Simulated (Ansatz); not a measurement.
# Te on Nb(100): change of the work function, part 2 of 5

How does Te on the bridge site change the work function of Nb(100) as the layer fills?

Ansatz 0.2.0; plane-wave DFT, PBE, Ansatz PAW (the session's first sound run).

So far, work function, upper face (eV): step 2 (the clean slab) 3.60.

### 3. Adsorbate added, k-mesh 5×5×1, coverage 0.25 ML

System of this step: Te/Nb(100). The cell holds 21 atoms: 20 Nb and 1 Te. Cell: a = 6.600 Å, b = 6.600 Å, c = 27.145 Å, α = 90.0°, β = 90.0°, γ = 90.0°. Vacuum lies along c.

The clean slab as it ended is repeated in the plane and the adsorbate is set on one face; the cell's size fixes the coverage, and the k-mesh shrinks with it to keep the sampling density about even. Adsorbate and upper layers relax, since the dipole depends on the height.

Contents of input.yaml:

```yaml
crystal:
  lattice:
    - [6.6, 0.0, 0.0]
    - [0.0, 6.6, 0.0]
    - [0.0, 0.0, 27.1450980214]
  atoms:
    - { symbol: Nb, position: [0.0, 0.0, 0.3315515749] }
    - { symbol: Nb, position: [0.25, 0.25, 0.3923360304] }
    - { symbol: Nb, position: [0.0, 0.0, 0.4530995762] }
    - { symbol: Nb, position: [0.25, 0.25, 0.5155401631] }
    - { symbol: Nb, position: [0.0, 0.0, 0.5686917976] }
    - { symbol: Nb, position: [0.0, 0.5, 0.3315515749] }
    - { symbol: Nb, position: [0.25, 0.75, 0.3923360304] }
    - { symbol: Nb, position: [0.0, 0.5, 0.4530995762] }
    - { symbol: Nb, position: [0.25, 0.75, 0.5155401631] }
    - { symbol: Nb, position: [0.0, 0.5, 0.5686917976] }
    - { symbol: Nb, position: [0.5, 0.0, 0.3315515749] }
    - { symbol: Nb, position: [0.75, 0.25, 0.3923360304] }
    - { symbol: Nb, position: [0.5, 0.0, 0.4530995762] }
    - { symbol: Nb, position: [0.75, 0.25, 0.5155401631] }
    - { symbol: Nb, position: [0.5, 0.0, 0.5686917976] }
    - { symbol: Nb, position: [0.5, 0.5, 0.3315515749] }
    - { symbol: Nb, position: [0.75, 0.75, 0.3923360304] }
    - { symbol: Nb, position: [0.5, 0.5, 0.4530995762] }
    - { symbol: Nb, position: [0.75, 0.75, 0.5155401631] }
    - { symbol: Nb, position: [0.5, 0.5, 0.5686917976] }
    - { symbol: Te, position: [0.25, 0.0, 0.6684484251] }
kpoints:
  mp_grid: { grid: [5, 5, 1] }
hamiltonian:
  xc: pbe
scf:
  occupations: { method: fermi_dirac, width: 0.1 }
  convergence: { dr2_threshold: 1.0e-08 }
efield:
  axis: 3
  dipole_correction: true
  ramp_position: 0.97
  ramp_width: 0.06
relax:
  f_tol: 0.02
  max_steps: 60
  constraints: [{ sites: [0, 1, 5, 6, 10, 11, 15, 16] }]
output:
  bader: true
  dos: { projected: true, e_range: [-8, 4] }
  write_potential: true
  write_density: true
  volumetric_format: npy
  elf: true
```

Launch:

```console
> ansatz run input.yaml --threads 4 --pin off --max-ram 12288MiB --backend cpu --events-out ev --progress --plain --runs-dir out
```

Numbers of over 12 decimals in the logs are rounded to 6 here.

The program printed:

```text
[...]
Crystal: 21 atoms, lattice volume = 1182.440 Å³
Basis set: ecut = 420 eV, 23051 PW (Γ), exchange–correlation on 90×90×384 points (8 copies of the dense FFT grid, shifted against one another)
Bands: 166, of which v1, the nominal top of the filled ones, is band 138 counted from 1 (137 counted from 0)
Symmetry: 4 space group operations
[...]
k-points: 9 of 25
[...]
SCF iter   1: F=—  HF=-98014.153835 eV  |F-HF|=—  |Δ(HF+E_count)|=         —  Δρ=6.68e-3  dr2=7.73e0  ethr=1.77e-3  p=-0.258 e·Å  D=-3.95e-2 V/Å  ΔV_dip=1.07 eV  dr2_dipole=1.02e0  V_vac-E_F(+/−)=5.08/4.00 eV  ⟨swp⟩=11.4  Hψ=7279  notcnv=0
[...]
SCF iter  10: F=-98013.912408 eV  HF=-98013.912408 eV  |F-HF|=2.81e-9  |Δ(HF+E_count)|=   1.53e-8  Δρ=4.37e-7  dr2=5.78e-9  ethr=3.62e-12  p=-0.330 e·Å  D=-5.06e-2 V/Å  ΔV_dip=1.37 eV  dr2_dipole=6.37e-10  V_vac-E_F(+/−)=5.10/3.72 eV  ⟨swp⟩=8.8  Hψ=11077  notcnv=0
SCF 1 converged in 10 iterations: F = -98013.912408 eV  dr2 = 5.78e-9
[...]
relax step   1: F+E_penalty+E_count = -98013.91240844 eV  Δ(F+E_penalty+E_count) = +0.000e0 eV  max|allowed force component| = 2.227e0 eV/Å  Δτ_max = 0.0000 Å  (10 SCF iters, accepted)
[...]
SCF iter  10: F=-98014.611109 eV  HF=-98014.611109 eV  |F-HF|=7.29e-9  |Δ(HF+E_count)|=   8.09e-9  Δρ=2.91e-7  dr2=1.94e-9  ethr=3.62e-12  p=-0.237 e·Å  D=-3.63e-2 V/Å  ΔV_dip=0.98 eV  dr2_dipole=2.16e-10  V_vac-E_F(+/−)=4.71/3.72 eV  ⟨swp⟩=12.0  Hψ=10718  notcnv=0
SCF 2 converged in 10 iterations: F = -98014.611109 eV  dr2 = 1.94e-9
relax step   2: F+E_penalty+E_count = -98014.61110895 eV  Δ(F+E_penalty+E_count) = -6.987e-1 eV  max|allowed force component| = 8.112e-1 eV/Å  Δτ_max = 0.1978 Å  (10 SCF iters, accepted)
[...]
SCF iter   1: F=—  HF=-98014.633886 eV  |F-HF|=—  |Δ(HF+E_count)|=         —  Δρ=4.76e-3  dr2=1.21e0  ethr=3.55e-4  p=-0.237 e·Å  D=-3.63e-2 V/Å  ΔV_dip=0.98 eV  dr2_dipole=1.23e-1  V_vac-E_F(+/−)=4.72/3.74 eV  ⟨swp⟩=1.8  Hψ=4725  notcnv=0
[...]
eigensolver tolerance schedule calibrated: the retry pair's looser diagonalisation under-reported the residual by θ = 0.19 (0.21/decade); ethr = c·dr2/N_el runs at the constant in force after the calibration composes with the one it found (an armed cap, an earlier calibration), c = 2.4e-2
[...]
SCF iter   2: F=—  HF=-98014.581855 eV  |F-HF|=—  |Δ(HF+E_count)|=   5.20e-2  Δρ=1.91e-3  dr2=9.84e-2  ethr=1.04e-4  p=-0.147 e·Å  D=-2.25e-2 V/Å  ΔV_dip=0.61 eV  dr2_dipole=1.29e-2  V_vac-E_F(+/−)=4.34/3.73 eV  ⟨swp⟩=3.0  Hψ=3122  notcnv=0
[...]
SCF iter   9: F=-98014.562236 eV  HF=-98014.562236 eV  |F-HF|=1.02e-8  |Δ(HF+E_count)|=   4.16e-8  Δρ=5.10e-7  dr2=5.62e-9  ethr=1.00e-12  p=-0.182 e·Å  D=-2.79e-2 V/Å  ΔV_dip=0.76 eV  dr2_dipole=6.61e-10  V_vac-E_F(+/−)=4.48/3.72 eV  ⟨swp⟩=11.6  Hψ=11096  notcnv=0
SCF 3 converged in 9 iterations: F = -98014.562236 eV  dr2 = 5.62e-9
[...]
relax step   3: F+E_penalty+E_count = -98014.56223605 eV  Δ(F+E_penalty+E_count) = +4.887e-2 eV  max|allowed force component| = 1.626e0 eV/Å  Δτ_max = 0.1918 Å  (9 SCF iters, rejected (line search))
[...]
relax step   4: F+E_penalty+E_count = -98014.70320698 eV  Δ(F+E_penalty+E_count) = -9.210e-2 eV  max|allowed force component| = 2.243e-1 eV/Å  Δτ_max = 0.0858 Å  (9 SCF iters, accepted)
[...]
relax step   5: F+E_penalty+E_count = -98014.70745619 eV  Δ(F+E_penalty+E_count) = -4.249e-3 eV  max|allowed force component| = 8.702e-2 eV/Å  Δτ_max = 0.0189 Å  (8 SCF iters, accepted)
[...]
relax step   6: F+E_penalty+E_count = -98014.70822550 eV  Δ(F+E_penalty+E_count) = -7.693e-4 eV  max|allowed force component| = 4.263e-2 eV/Å  Δτ_max = 0.0145 Å  (7 SCF iters, accepted)
SCF iter   1: F=—  HF=-98014.708568 eV  |F-HF|=—  |Δ(HF+E_count)|=         —  Δρ=3.20e-4  dr2=5.88e-3  ethr=4.40e-6  p=-0.218 e·Å  D=-3.33e-2 V/Å  ΔV_dip=0.90 eV  dr2_dipole=3.53e-4  V_vac-E_F(+/−)=4.63/3.72 eV  ⟨swp⟩=2.0  Hψ=2317  notcnv=0
[...]
SCF iter   7: F=-98014.708508 eV  HF=-98014.708508 eV  |F-HF|=2.56e-9  |Δ(HF+E_count)|=   2.92e-8  Δρ=3.04e-7  dr2=2.39e-9  ethr=3.62e-12  p=-0.219 e·Å  D=-3.35e-2 V/Å  ΔV_dip=0.91 eV  dr2_dipole=4.11e-10  V_vac-E_F(+/−)=4.63/3.72 eV  ⟨swp⟩=10.3  Hψ=10411  notcnv=0
SCF 7 converged in 7 iterations: F = -98014.708508 eV  dr2 = 2.39e-9
relax step   7: F+E_penalty+E_count = -98014.70850757 eV  Δ(F+E_penalty+E_count) = -2.821e-4 eV  max|allowed force component| = 7.274e-3 eV/Å  Δτ_max = 0.0065 Å  (7 SCF iters, accepted)
NSCF: frozen V_eff on 9 k-points
[...]
SCF converged after 7 iterations
Free energy (F): -98014.708508 eV
[...]
Internal energy: -98013.829574 eV  (E = F + TS)
E sigma→0 (E₀):  -98014.269041 eV
Entropy (-TS):   -0.878933 eV (-41.854 meV/atom)
Fermi energy:    3.041483 eV
Dipole field:    D = -0.033493 V/Å  (p = -0.218865 e·Å, saw-weighted, corrected)
Work function:   Φ+ = 4.6307 eV   Φ− = 3.7216 eV
[...]
--- Forces (eV/Å), atoms counted from 1 ---
  atom   1  Nb     0.00119178     0.00000000     1.17158614
  atom   2  Nb     0.00000000    -0.06583943    -1.17150777
  atom   3  Nb     0.00629507     0.00000000    -0.00258197
  atom   4  Nb     0.00000000    -0.00298562     0.00727377
  atom   5  Nb    -0.00063356     0.00000000     0.00013812
  atom   6  Nb     0.01945752     0.00000000     1.15887736
  atom   7  Nb     0.00000000     0.06583943    -1.17150777
  atom   8  Nb     0.00647545     0.00000000     0.00017733
  atom   9  Nb     0.00000000     0.00298562     0.00727377
  atom  10  Nb    -0.00493950     0.00000000     0.00222713
  atom  11  Nb    -0.00119178     0.00000000     1.17158614
  atom  12  Nb     0.00000000    -0.05453452    -1.16763186
  atom  13  Nb    -0.00629507     0.00000000    -0.00258197
  atom  14  Nb     0.00000000    -0.00489250     0.00177768
  atom  15  Nb     0.00063356     0.00000000     0.00013812
  atom  16  Nb    -0.01945752     0.00000000     1.15887736
  atom  17  Nb     0.00000000     0.05453452    -1.16763186
  atom  18  Nb    -0.00647545     0.00000000     0.00017733
  atom  19  Nb     0.00000000     0.00489250     0.00177768
  atom  20  Nb     0.00493950     0.00000000     0.00222713
  atom  21  Te     0.00000000     0.00000000    -0.00067265
  max |Σ_I F_I| component: 7.80e-7 eV/Å
--- Band table (eV; the first three rows and the last of 9) ---
  k-point 0: bands = [... 134 lower, 3.1487, 3.2366, 3.2372, 3.2631, 3.3312, 3.3933, 3.4274, 3.4476, ... 24 higher]
  k-point 1: bands = [... 134 lower, 3.0371, 3.0435, 3.0912, 3.1270, 3.1271, 3.3698, 3.4595, 3.5029, ... 24 higher]
  k-point 2: bands = [... 134 lower, 2.8323, 2.8744, 3.0295, 3.0466, 3.0576, 3.0695, 3.1350, 3.2378, ... 24 higher]
  k-point 8: bands = [... 134 lower, 2.2655, 2.3501, 2.4432, 2.5187, 2.6198, 2.7459, 2.8487, 3.2699, ... 24 higher]
--- Relaxed structure (7 steps of the walk, 6 accepted, 0 SCFs on fresh bases) ---
  F+E_penalty+E_count = -98014.70850757 eV   max|allowed force component| = 7.274e-3 eV/Å
  atoms:
    - { symbol: Nb, position: [0.0, 0.0, 0.3315515749] }
    - { symbol: Nb, position: [0.25, 0.25, 0.3923360304] }
    - { symbol: Nb, position: [-0.00107476, 0.0, 0.453203] }
    - { symbol: Nb, position: [0.25, 0.247808, 0.514609] }
    - { symbol: Nb, position: [0.00805636, 0.0, 0.575001] }
    - { symbol: Nb, position: [0.0, 0.5, 0.3315515749] }
    - { symbol: Nb, position: [0.25, 0.750000, 0.3923360304] }
    - { symbol: Nb, position: [-0.00109714, 0.5, 0.452960] }
    - { symbol: Nb, position: [0.25, 0.752192, 0.514609] }
    - { symbol: Nb, position: [0.00481218, 0.5, 0.567178] }
    - { symbol: Nb, position: [0.5, 0.0, 0.3315515749] }
    - { symbol: Nb, position: [0.750000, 0.25, 0.3923360304] }
    - { symbol: Nb, position: [0.501075, 0.0, 0.453203] }
    - { symbol: Nb, position: [0.750000, 0.251996, 0.516033] }
    - { symbol: Nb, position: [0.491944, 0.0, 0.575001] }
    - { symbol: Nb, position: [0.5, 0.5, 0.3315515749] }
    - { symbol: Nb, position: [0.750000, 0.750000, 0.3923360304] }
    - { symbol: Nb, position: [0.501097, 0.5, 0.452960] }
    - { symbol: Nb, position: [0.750000, 0.748004, 0.516033] }
    - { symbol: Nb, position: [0.495188, 0.5, 0.567178] }
    - { symbol: Te, position: [0.25, 0.0, 0.657930] }
--- Bader charges: 21 sites ---
  site symbol  charge [e]  shift [e]
     0     Nb     -0.0868     0.0000
     1     Nb      0.0380     0.0000
     2     Nb      0.0838     0.0000
     3     Nb      0.0429     0.0000
     4     Nb      0.2500     0.0001
     5     Nb     -0.0908     0.0000
     6     Nb      0.0380     0.0000
     7     Nb      0.1285     0.0000
     8     Nb      0.0429     0.0000
     9     Nb     -0.0046     0.0000
    10     Nb     -0.0869     0.0000
    11     Nb      0.0314     0.0000
    12     Nb      0.0838     0.0000
    13     Nb     -0.0222     0.0000
    14     Nb      0.2500     0.0001
    15     Nb     -0.0908     0.0000
    16     Nb      0.0314     0.0000
    17     Nb      0.1285     0.0000
    18     Nb     -0.0222     0.0000
    19     Nb     -0.0046     0.0000
    20     Te     -0.7404     0.0002
  estimated error of the sums over rays = 7.8e-4 e
```

It took 8.6 min on 4 threads of Arm Neoverse V1, shared host; peak memory 4.5 GiB.

Step by step:

```
step  energy less that of the first step (eV)  largest force component (eV/Å)
   1                                   0.0000                          2.2267
   2                                  -0.6987                          0.8112
   3                                  -0.6498                          1.6260
   4                                  -0.7908                          0.2243
   5                                  -0.7950                          0.0870
   6                                  -0.7958                          0.0426
   7                                  -0.7961                          0.0073
```

Relaxation step 3 was tried and not accepted.

The run keeps the 4 symmetry operations that it works with, so distortions that break them were not tested.

The atoms that moved most (Å):

```
atom      dx      dy      dz  length
Te21   0.000   0.000  -0.286   0.286
 Nb5   0.053   0.000   0.171   0.179
Nb15  -0.053   0.000   0.171   0.179
Nb10   0.032   0.000  -0.041   0.052
Nb20  -0.032   0.000  -0.041   0.052
 Nb4   0.000  -0.014  -0.025   0.029
 Nb9   0.000   0.014  -0.025   0.029
Nb14   0.000   0.013   0.013   0.019
```

Final coordinates:

```
Nb Te
1.0
     6.60000    0.00000    0.00000
     0.00000    6.60000    0.00000
     0.00000    0.00000   27.14510
Nb Te
20 1
Cartesian
  0.0000 0.0000 9.0000
  1.6500 1.6500 10.6500
  -0.0071 0.0000 12.3022
  1.6500 1.6355 13.9691
  0.0532 0.0000 15.6085
  0.0000 3.3000 9.0000
  1.6500 4.9500 10.6500
  -0.0072 3.3000 12.2957
  1.6500 4.9645 13.9691
  0.0318 3.3000 15.3961
  3.3000 0.0000 9.0000
  4.9500 1.6500 10.6500
  3.3071 0.0000 12.3022
  4.9500 1.6632 14.0078
  3.2468 0.0000 15.6085
  3.3000 3.3000 9.0000
  4.9500 4.9500 10.6500
  3.3072 3.3000 12.2957
  4.9500 4.9368 14.0078
  3.2682 3.3000 15.3961
  1.6500 0.0000 17.8596
```

Numbers from this step:

| Quantity | Value |
| --- | --- |
| energy at zero smearing | -98014.2690 eV |
| work function, upper face | 4.631 eV |
| work function, lower face | 3.722 eV |
| dipole along the normal | -0.2189 e·Å |
| step between the vacuum levels | 0.9092 eV |

Running mean over 1.65 Å of the planar mean; the ramp of the sawtooth is left out. Table of electron's electrostatic potential energy less the Fermi level by z:

z (Å), electron's electrostatic potential energy less the Fermi level (eV) and a bar from the least value:
```
        4        3.7 ############################
        5        3.7 ############################
        6        3.6 ############################
        7        2.8 ###########################
        8       -2.8 #################
        9      -10.6 ###
       10      -11.0 ##
       11      -11.0 ##
       12      -11.1 ##
       13      -10.6 ###
       14      -11.3 ##
       15      -12.2 
       16       -7.8 ########
       17        0.7 #######################
       18        2.7 ###########################
       19        3.7 ############################
       20        4.5 ##############################
       21        4.6 ##############################
       22        4.6 ##############################
       23        4.6 ##############################
       24        4.6 ##############################
```

The density of states has structure finer than the step of the table below, so its rows give means over 0.25 eV, whole bins alone (the curve runs from -8 to 1.83 eV). Peaks (eV: height): -2.860: 40.9, -1.980: 64.6, -1.500: 43.8, -1.410: 47.5, -1.290: 43.3, -1.080: 40.5, -0.990: 58.9.

The density of states by energy, zero at the Fermi level; means over each step:

```
energy (eV)  density of states (states/eV a cell)
      -5.75                                     0
      -5.50                                 0.309
      -5.25                                  1.45
      -5.00                                  1.39
      -4.75                                  2.58
      -4.50                                  1.27
      -4.25                                  1.39
      -4.00                                  5.20
      -3.75                                  4.28
      -3.50                                  13.8
      -3.25                                  22.4
      -3.00                                  21.9
      -2.75                                  32.8
      -2.50                                  25.3
      -2.25                                  27.5
      -2.00                                  28.2
      -1.75                                  27.1
      -1.50                                  33.9
      -1.25                                  29.6
      -1.00                                  37.0
      -0.75                                  25.6
      -0.50                                  29.7
      -0.25                                  30.0
       0.00                                  25.5
       0.25                                  22.4
       0.50                                  25.7
       0.75                                  23.9
       1.00                                  20.6
       1.25                                  17.1
       1.50                                  21.6
```

Projected DOS per atom over height of the atomic layer and energy from the Fermi level. Layers: Nb4 Nb4 Nb4 Nb4 Nb4 Te from below.

Ten even steps from '0' (0.00 states/eV) to '9' (2.33 states/eV), each cell a mean:
```
734251
422162
923281
942361
845472
645453
866673
676756
564556
554458
466557
145433
011110
000000
000000
000000
000000
000000
000000
000000
000000
000000
```
Columns: height of the atomic layer (Å) from 9 to 17.9 (not evenly spaced); rows upwards: energy from the Fermi level (eV) from -7.96 to 1.75.

Valence density in the ca plane at fractional y = 0.000, with atoms of Nb and Te within 0.2 Å of it. It is the smooth field of the valence electrons, not physical close to the nuclei.

Ten steps, logarithmic in the rise over the least value, from '0' (0 e/Å³) to '9' (14 e/Å³), each cell a mean:
```
77752222577753222577752100000000000000000000
66532222456542212356531000000000000000000000
33322222233322112223210000000000000000000000
12222112222211112221110000000000000000000000
11222111221111112221110000000000000000000000
22222112222221112222110000000000000000000000
45432222345432112244421000000000000000000000
77642222577752212467652100000000000000000000
77753223577753222577763111000000000000000000
77752222577753222577763222110000000000000000
66542222456542222466643233321000000000000000
33322212233322222234322356642100000000000000
12222111222221112222223479963200000000000000
11222111111111112222123489973200000000000000
22222112222222122223223468853100000000000000
45432222345432222345532344432100000000000000
77642222467652222467753222221000000000000000
77753223577763222577763111110000000000000000
```
Columns run along c (16.0 Å, from fractional 0.32 to 0.91 of the cell), rows up along a (6.6 Å). Atoms in or near the plane, at fractional coordinates: Nb at (0.33, 0.00), Nb at (0.45, 0.00), Nb at (0.58, 0.01), Nb at (0.33, 0.50), Nb at (0.45, 0.50), Nb at (0.58, 0.49), Te at (0.66, 0.25).

ELF in the ca plane at fractional y = 0.000, with atoms of Nb and Te within 0.2 Å of it. It is the smooth field of the valence electrons, not physical close to the nuclei.

Values, 10 rows by 16 columns, each cell a mean:
```
0.66 0.40 0.32 0.61 0.49 0.34 0.50 0.63 0.14 0.33 0.24 0.06 0.01 0.00 0.00 0.00
0.30 0.40 0.43 0.28 0.30 0.46 0.35 0.22 0.06 0.04 0.02 0.00 0.00 0.00 0.00 0.00
0.32 0.48 0.43 0.36 0.39 0.44 0.57 0.28 0.09 0.02 0.00 0.00 0.00 0.00 0.00 0.00
0.43 0.37 0.40 0.38 0.32 0.44 0.32 0.33 0.06 0.08 0.06 0.01 0.00 0.00 0.00 0.00
0.58 0.42 0.29 0.57 0.51 0.30 0.55 0.60 0.22 0.48 0.37 0.10 0.01 0.00 0.00 0.00
0.65 0.40 0.32 0.61 0.48 0.38 0.50 0.60 0.48 0.67 0.68 0.28 0.03 0.00 0.00 0.00
0.29 0.40 0.42 0.27 0.29 0.46 0.35 0.29 0.50 0.28 0.70 0.45 0.06 0.00 0.00 0.00
0.32 0.48 0.42 0.36 0.40 0.40 0.48 0.31 0.43 0.06 0.65 0.50 0.07 0.00 0.00 0.00
0.43 0.37 0.40 0.37 0.32 0.47 0.37 0.41 0.52 0.43 0.72 0.41 0.05 0.00 0.00 0.00
0.57 0.42 0.29 0.57 0.50 0.33 0.53 0.56 0.41 0.69 0.62 0.23 0.02 0.00 0.00 0.00
```
Columns run along c (16.0 Å, from fractional 0.32 to 0.91 of the cell), rows up along a (6.6 Å). Atoms in or near the plane, at fractional coordinates: Nb at (0.33, 0.00), Nb at (0.45, 0.00), Nb at (0.58, 0.01), Nb at (0.33, 0.50), Nb at (0.45, 0.50), Nb at (0.58, 0.49), Te at (0.66, 0.25).

Electrostatic potential energy in the ca plane at fractional y = 0.000, with atoms of Nb and Te within 0.2 Å of it. With pseudopotentials it is smooth inside the atoms' cores, unlike the true potential.

Values in eV, 10 rows by 16 columns, each cell a mean:
```
-59 -12   0 -51 -30   3 -30 -46   0   7   7   7   7   7   7   7
 -8   2   4  -6  -2   5  -1  -4   4   7   7   7   7   7   7   7
  3   5   5   4   4   5   5   3   5   7   7   7   7   7   7   7
-21  -1   3 -17  -8   5  -7 -14   3   7   7   7   7   7   7   7
-69 -16  -1 -60 -38   3 -39 -57  -1   6   7   7   7   7   7   7
-59 -12   1 -50 -30   3 -35 -52  -2  -2   5   7   7   7   7   7
 -8   2   4  -5  -1   5  -3  -8  -7  -3  -3   7   7   7   7   7
  3   5   5   4   4   4   4   2  -5   7  -5   7   7   7   7   7
-21  -1   3 -16  -8   4 -11 -20  -6  -8   0   7   7   7   7   7
-69 -16  -1 -59 -38   3 -42 -60  -2   3   6   7   7   7   7   7
```
Columns run along c (16.0 Å, from fractional 0.32 to 0.91 of the cell; values clipped at the 3rd and 97th percentile), rows up along a (6.6 Å). Atoms in or near the plane, at fractional coordinates: Nb at (0.33, 0.00), Nb at (0.45, 0.00), Nb at (0.58, 0.01), Nb at (0.33, 0.50), Nb at (0.45, 0.50), Nb at (0.58, 0.49), Te at (0.66, 0.25).

The relaxation took 7 steps and lowered the energy by 0.80 eV; the largest force on the free atoms ends at 0.0073 eV/Å.

By hand: a sheet of dipoles makes a step −p/(ε₀A) in the electron's potential. With e/ε₀ = 180.95 V·Å, p = -0.2189 e·Å and A = 43.56 Å², that is −180.95 × (-0.2189) / 43.56 = +0.909 eV, and the two vacuum levels of the run differ by +0.909 eV.

The covered face has 4.63 eV, +1.03 eV against the clean one; the bare back face has moved by -0.01 eV, a measure of how thin the slab is.

(Continued in part 3 of 5.)

[Logs are printed without paths, hosts, clocks, repeated set-up lines and the standing remarks that a program may print on its own settings, such as how far it seeks lower states.]

[Hosts, paths, dates, database ids (printed as entryN), source tags and the programs' standing remarks are cut or masked in the printed files.]

[Maps of the electrostatic potential energy from Ansatz leave out the sawtooth potential of an applied field or a dipole correction, so their vacuum need not be flat; planar profiles and work functions include it.]

[The density of states shown here was stored with 400 of the rows of the run's finer table, so its peaks can read low, often by over a quarter, or be missed, and its means over a window can be off by a tenth or more.]
